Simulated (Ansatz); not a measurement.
**PbS: one candidate of a structure search**

Aim: relax a trial structure of PbS and see where it ends.

Method: DFT PBE, scalar-relativistic, plane waves, PAW, in Ansatz 0.2.0.

1 further run of the same task is left out (it didn't finish).

## Step 1: The starting structure

Symmetry: P6_3/mmc, No. 194, hexagonal system. Conventional cell: a = 3.551 Å, b = 3.551 Å, c = 6.666 Å, α = 90.00°, β = 90.00°, γ = 120.00°. Pb (site symmetry -6m2) has 6 S at 2.64 Å as nearest neighbours. Around S (site symmetry -3m) lie 6 Pb at 2.64 Å.

Coordinates:

```cif
data_structure
_symmetry_space_group_name_H-M 'P 1'
_symmetry_Int_Tables_number 1
_cell_length_a 3.5510
_cell_length_b 3.5510
_cell_length_c 6.6661
_cell_angle_alpha 90.000
_cell_angle_beta 90.000
_cell_angle_gamma 120.000
_cell_volume 72.79
loop_
_atom_site_label
_atom_site_type_symbol
_atom_site_fract_x
_atom_site_fract_y
_atom_site_fract_z
_atom_site_occupancy
Pb1 Pb 0.66667 0.33333 0.75000 1
Pb2 Pb 0.33333 0.66667 0.25000 1
S1 S 0.00000 0.00000 0.00000 1
S2 S 0.00000 0.00000 0.50000 1
```

A structure generator made this guess: 6-connected net, two elements alternating (P6_3/mmc, No. 194). Lengths come from tabulated atomic sizes and are only a guess.

## Step 2: Probe: one point on a coarse mesh

The input, input.yaml:

```yaml
crystal:
  lattice:
    - [3.55098147, 0.0, 0.0]
    - [-1.77549073, 3.07524016, 0.0]
    - [0.0, 0.0, 6.6660594]
  atoms:
    - { symbol: Pb, position: [0.66666667, 0.33333333, 0.75] }
    - { symbol: Pb, position: [0.33333333, 0.66666667, 0.25] }
    - { symbol: S, position: [0.0, 0.0, 0.0] }
    - { symbol: S, position: [0.0, 0.0, 0.5] }
basis:
  ecutwfc: 420
kpoints:
  mp_grid: { grid: [6, 6, 4] }
hamiltonian:
  xc: pbe
scf:
  occupations: { method: gaussian, width: 0.1 }
  lower_state_search: "off"
output:
  forces: true
  stress: true
  eigenvalues: true
```

Command:

```bash
ansatz run input.yaml --threads 1 --pin off --max-ram 2560MiB --backend cpu --events-out ev --progress --plain --runs-dir out
```

The session goes on with these runs: coarse relaxation; relaxation on the finer mesh.

Before running it: what results should come out? Wanted: conventional cell; volume; energy over the elements; gap on the mesh.

As calculated:

| quantity | value |
| --- | --- |
| symmetry at the end (tolerance 0.02 Å) | space group P6_3/mmc (No. 194) |
| conventional cell | a = 4.129 Å, b = 4.129 Å, c = 7.356 Å, α = 90.00°, β = 90.00°, γ = 120.00° |
| volume | 27.15 Å³/atom |
| energy over the elements | -0.47 eV/atom |
| gap on the mesh | 0.26 eV |

What this shows: The space group P6_3/mmc (No. 194) is kept, and the volume per atom grows by 49.2 % from the first guess. It lies below the elements, which doesn't yet make it stable: competing phases were not computed in this session. No finished test with a distortion of lower symmetry is shown, so the end may be a saddle point. Spin-orbit coupling is left out, which matters for the bands of Pb.
